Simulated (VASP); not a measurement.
BeTe in VASP 6.6.1, single-point calculation

INCAR

```
ISMEAR = -1
NELM = 120
ENCUT = 520
LCHARG = .FALSE.
IBRION = -1
LASPH = .TRUE.
LWAVE = .FALSE.
PREC = Normal
ISIF = 2
NBANDS = 16
GGA = PE
EDIFF = 1E-7
SIGMA = 0.02
LREAL = .FALSE.
NSW = 0
```

KPOINTS

```
KPOINTS created by Atomic Simulation Environment
0
Gamma
8 8 8
0 0 0
```

POSCAR

```
Be Te
 1.0000000000000000
     0.0000000000000000    2.8569098617000002    2.8569098617000002
     2.8569098617000002    0.0000000000000000    2.8569098617000002
     2.8569098617000002    2.8569098617000002    0.0000000000000000
 Be  Te
   1   1
Cartesian
  0.0000000000000000  0.0000000000000000  0.0000000000000000
  1.4284549308499999  1.4284549308499999  1.4284549308499999
```

The recommended PBE PAW datasets give the neutral cell 8 valence electrons.

Command

```
mpirun -np 1 vasp_std
```

OSZICAR

```
N       E                     dE             d eps       ncg     rms          rms(c)
DAV:   1     0.170840173861E+02    0.17084E+02   -0.31618E+03   928   0.409E+02
DAV:   2    -0.667436575914E+01   -0.23758E+02   -0.22533E+02  1256   0.718E+01
DAV:   3    -0.770987561512E+01   -0.10355E+01   -0.10339E+01  1216   0.146E+01
DAV:   4    -0.772176503314E+01   -0.11889E-01   -0.11889E-01  1192   0.176E+00
DAV:   5    -0.772200949827E+01   -0.24447E-03   -0.24446E-03  1272   0.257E-01    0.387E+00
DAV:   6    -0.764334688340E+01    0.78663E-01   -0.78140E-02  1184   0.816E-01    0.233E+00
DAV:   7    -0.761881044462E+01    0.24536E-01   -0.74232E-02  1232   0.887E-01    0.402E-01
DAV:   8    -0.761964783627E+01   -0.83739E-03   -0.50804E-03  1184   0.294E-01    0.723E-02
DAV:   9    -0.761989868559E+01   -0.25085E-03   -0.29692E-04  1160   0.738E-02    0.324E-02
DAV:  10    -0.761997234568E+01   -0.73660E-04   -0.79464E-05  1120   0.348E-02    0.162E-02
DAV:  11    -0.761997384923E+01   -0.15036E-05   -0.21133E-06  1288   0.645E-03    0.104E-02
DAV:  12    -0.761997640289E+01   -0.25537E-05   -0.49121E-06  1072   0.907E-03    0.392E-03
DAV:  13    -0.761997650463E+01   -0.10173E-06   -0.39105E-08  1184   0.894E-04    0.189E-03
DAV:  14    -0.761997662809E+01   -0.12346E-06   -0.97899E-09   952   0.434E-04    0.406E-04
DAV:  15    -0.761997665364E+01   -0.25558E-07   -0.17297E-09   600   0.187E-04
   1 F= -.76199767E+01 E0= -.76199767E+01  d E =-.478861E-12
```

Standard output (part)

```
POSCAR found type information on POSCAR BeTe
 POSCAR found :  2 types and       2 ions
 LDA part: xc-table for (Slater+PW92), standard interpolation
 POSCAR, INCAR and KPOINTS ok, starting setup
 WAVECAR not read
 entering main loop
```

From OUTCAR

```
k-points           NKPTS =     29   k-points in BZ     NKDIM =     29   number of bands    NBANDS=     16

   NELECT =       8.0000    total number of electrons

   dimension x,y,z NGX =    24 NGY =   24 NGZ =   24
   dimension x,y,z NGXF=    48 NGYF=   48 NGZF=   48

  energy-cutoff  :      520.00
  volume of cell :       46.64
      direct lattice vectors                 reciprocal lattice vectors
     0.000000000  2.856909862  2.856909862    -0.175014272  0.175014272  0.175014272
     2.856909862  0.000000000  2.856909862     0.175014272 -0.175014272  0.175014272
     2.856909862  2.856909862  0.000000000     0.175014272  0.175014272 -0.175014272

 k-points in reciprocal lattice and weights: KPOINTS created by Atomic Simulation Env
   0.00000000  0.00000000  0.00000000       0.002
   0.12500000  0.00000000  0.00000000       0.016
   0.25000000  0.00000000  0.00000000       0.016
   0.37500000  0.00000000  0.00000000       0.016
   0.50000000  0.00000000  0.00000000       0.008
   0.12500000  0.12500000  0.00000000       0.012
   0.25000000  0.12500000  0.00000000       0.047
   0.37500000  0.12500000  0.00000000       0.047
   ...

 E-fermi :   5.0864

 k-point     1 :       0.0000    0.0000    0.0000
  band No.  band energies     occupation
      1      -7.3974      2.00000
      2       4.6225      2.00000
      3       4.6225      2.00000
      4       4.6225      2.00000
      5       8.1333      0.00000
      6       8.2655      0.00000
      7       8.2655      0.00000
      8       8.2655      0.00000
      9      12.8725      0.00000
     10      14.7767      0.00000
     11      14.7767      0.00000
     12      15.8419      0.00000
     13      15.8419      0.00000
     14      15.8419      0.00000
     15      19.6021      0.00000
     16      27.2047      0.00000

 k-point     2 :       0.1250    0.0000    0.0000
  band No.  band energies     occupation
      1      -7.2590      2.00000
      2       3.3615      2.00000
      3       4.4054      2.00000
      4       4.4054      2.00000
      5       8.0744      0.00000
      6       8.5880      0.00000
      7       8.5880      0.00000
      8       9.4956      0.00000
      9      13.2988      0.00000
     10      13.9021      0.00000
     11      13.9021      0.00000
     12      15.5002      0.00000
     13      17.3483      0.00000
     14      17.3483      0.00000
     15      20.6399      0.00000
     16      25.6233      0.00000

 k-point     3 :       0.2500    0.0000    0.0000
  band No.  band energies     occupation
      1      -6.8795      2.00000
      2       1.4483      2.00000
      3       3.9947      2.00000
      4       3.9947      2.00000
      5       7.8365      0.00000
      6       9.0995      0.00000
      7       9.0995      0.00000
      8      11.4252      0.00000
      9      13.6171      0.00000
     10      13.6276      0.00000
     11      13.6276      0.00000
     12      16.0783      0.00000
     13      19.6363      0.00000
     14      19.6363      0.00000
     15      22.3933      0.00000
     16      22.6253      0.00000

 ...

  Total       -0.3753793     -0.3753793     -0.3753793      0.0000000     -0.0000000      0.0000000
  in kB      -12.8961851    -12.8961851    -12.8961851      0.0000000     -0.0000000      0.0000000
  external PRESSURE =     -12.8961851 kB  Pullay stress =       0.0000000 kB

 POSITION                                       TOTAL-FORCE (eV/Angst)
 -----------------------------------------------------------------------------------
      0.00000      0.00000      0.00000        -0.000000     -0.000000     -0.000000
      1.42845      1.42845      1.42845         0.000000      0.000000      0.000000
 -----------------------------------------------------------------------------------
    total drift:                                0.000000      0.000000      0.000000

  FREE ENERGIE OF THE ION-ELECTRON SYSTEM (eV)
  ---------------------------------------------------
  free  energy   TOTEN  =        -7.6199766536 eV

  energy  without entropy=       -7.6199766536  energy(sigma->0) =       -7.61997665
```

It converged. Results: gap between bands v and c on the k mesh 2.08 eV; least direct gap on the k mesh 3.51 eV; pressure -1.3 GPa. Band v is the last that the valence electrons fill when counted band by band, and c is the next.

For comparison, a separate PBE run of the intended cell, on usual settings and not on those above, gives a gap of 2.08 eV on its mesh and a pressure of -1.3 GPa.

The run above took about 7.7 s on one core of a shared host (Intel Xeon Platinum 8488C) and held 0.15 GiB at most.
